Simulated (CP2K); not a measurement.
The system is HfN.

```xyz
2
Lattice="3.1905 0.0000 0.0000 1.5952 2.7630 0.0000 1.5952 0.9210 2.6050" Properties=species:S:1:pos:R:3 pbc="T T T"
Hf    0.0000    0.0000    0.0000
N     3.1905    1.8420    1.3025
```

Base run:

| Item | Value |
| --- | --- |
| Program | CP2K 2026.2 |
| Functional | PBE |
| Potentials or basis | GTH_POTENTIALS Hf GTH-PADE-q12, N GTH-PADE-q5; DZVP-MOLOPT-SR-GTH basis |
| Density cutoff | 6123 eV |
| k mesh | 10 × 10 × 10 |
| Occupations | fermi-dirac, width 0.05 eV |
| Spin | no spin polarisation |

Its results: band gap on the k mesh none (metal or under the smearing width); pressure -8.3 GPa.

Task: The run is repeated on the same cell with these changes: potentials or basis from GTH_POTENTIALS Hf GTH-PADE-q12, N GTH-PADE-q5; DZVP-MOLOPT-SR-GTH basis to POTENTIAL_UZH Hf GTH-PBE0-q12, N GTH-PBE0-q5; DZVP-MOLOPT-SR-GTH basis; potentials from Hf GTH-PADE-q12 of GTH_POTENTIALS, N GTH-PADE-q5 of GTH_POTENTIALS to Hf GTH-PBE0-q12 of POTENTIAL_UZH, N GTH-PBE0-q5 of POTENTIAL_UZH. What comes out?

Result: Band gap on the k mesh none (metal or under the smearing width); pressure 1.3 GPa.

Caveats: spin-orbit coupling is left out, which moves the levels of the heavy elements; the basis of atomic orbitals isn't converged, which shifts pressures, moduli and gaps; the potentials were made for another functional, which shifts forces and pressure (some runs).
